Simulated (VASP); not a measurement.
Data:

```xyz
2
Lattice="0.0000 3.0925 3.0925 3.0925 0.0000 3.0925 3.0925 3.0925 0.0000" Properties=species:S:1:pos:R:3 pbc="T T T"
Al     0.0114    -0.0016     0.0196
Sb     4.6273     4.6404     4.6192
```

These are HSE06 screened hybrid, VASP's PBE PAW potentials (set 64) (plane waves; VASP) values and carry that method's errors. Numerical set-up: 300 eV cut-off, 4×4×4 Γ-centred mesh, Gaussian smearing of 0.010 eV, potentials Al Sb.

Unless said otherwise, spin-orbit coupling is left out, though it shifts the bands of the heavy elements here.

Question: What does the run give for the energy per atom (σ→0), largest force, band gap (on the k-mesh) with the smallest direct gap where there is one?

Answer: 
```
Item                                         Result
-----------------------------------  --------------
band gap (on the k-mesh)                    1.74 eV
smallest direct gap (on the k-mesh)         2.13 eV
energy per atom (σ→0)                -4.855 eV/atom
largest force                            0.380 eV/Å
```

Total energies compare only between runs with the same potentials, cut-off and functional.

The structure comes from a computed database's AlSb entry; how it stands against other phases isn't given here. The cell was not relaxed at this level, atoms are displaced from their ideal sites. The k-mesh is coarse (spacing up to 0.44 per Å, 2π included), so the numbers may not be converged in it.
